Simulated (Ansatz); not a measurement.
Crystal: CuCl2.

```
Cu Cl
1.0
    -2.25486    2.25486    6.85990
     2.25486   -2.25486    6.85990
     2.25486    2.25486   -6.85990
Cu Cl
1 2
Direct
  0.00000 0.00000 0.00000
  0.00000 0.50000 0.50000
  0.50000 0.00000 0.50000
```

Measurements of this composition are mostly on another form, of space group No. 12.

* Program: Ansatz 0.2.0
* Task: relaxation of cell and atoms
* Functional: r2SCAN
* Potentials or basis: Ansatz PAW
* Cutoff: 500 eV (not typed: the program's choice for these potentials)
* k mesh: 8 × 8 × 8
* Occupations: fermi-dirac, width 0.05 eV
* Spin: no spin polarisation
* Hubbard terms: Cu d U = 3 eV

At the start: volume 46.50 Å³/atom.

Question: Where does the relaxation end?

Answer: It ends after 15 steps and the volume is 25.73 Å³/atom (-44.7 %); space group I4/mmm (No. 139, to 0.05 Å).

The path:
```
step  energy change (eV)  largest force (eV/Å)  volume (Å³)
   1              0.0000                0.0000       139.51
   2             -0.0002                0.0000       139.23
   3             -0.0003                0.0000       138.87
   4             -0.0004                0.0000       138.82
   5             -0.0015                0.0000       131.93
   6             -0.0030                0.0000       125.13
   7             -0.0053                0.0000       118.42
   8             -0.0092                0.0000       111.69
   9             -0.0157                0.0000       104.95
  10             -0.0264                0.0000        98.06
  11             -0.0424                0.0000        91.23
  12             -0.0627                0.0000        84.42
  13             -0.0776                0.0000        77.62
  14             -0.0778                0.0000        77.19
  15             -0.0757                0.0000        77.19
```

Final structure:
```cif
data_structure
_symmetry_space_group_name_H-M 'P 1'
_symmetry_Int_Tables_number 1
_cell_length_a 4.9625
_cell_length_b 4.9625
_cell_length_c 4.9625
_cell_angle_alpha 126.032
_cell_angle_beta 126.032
_cell_angle_gamma 79.836
_cell_volume 77.19
loop_
_atom_site_label
_atom_site_type_symbol
_atom_site_fract_x
_atom_site_fract_y
_atom_site_fract_z
_atom_site_occupancy
Cu1 Cu 0.00000 0.00000 0.00000 1
Cl1 Cl 0.00000 0.50000 0.50000 1
Cl2 Cl 0.50000 0.00000 0.50000 1
```

Caveat: the volume moved by over 15 % at a fixed basis, so the end points are rough; the plane-wave basis is chosen anew once the cell has moved, so the energies of steps on either side of that aren't comparable; an odd number of electrons without spin polarisation forces a metal; a magnetic or distorted state may lie lower; the run has no spin polarisation, though such a crystal can be magnetic; U without spin polarisation on a metal has little footing; the PAW data sets come from PBE, with cores solved anew for the run's functional, which leaves a small shift of forces and pressure.
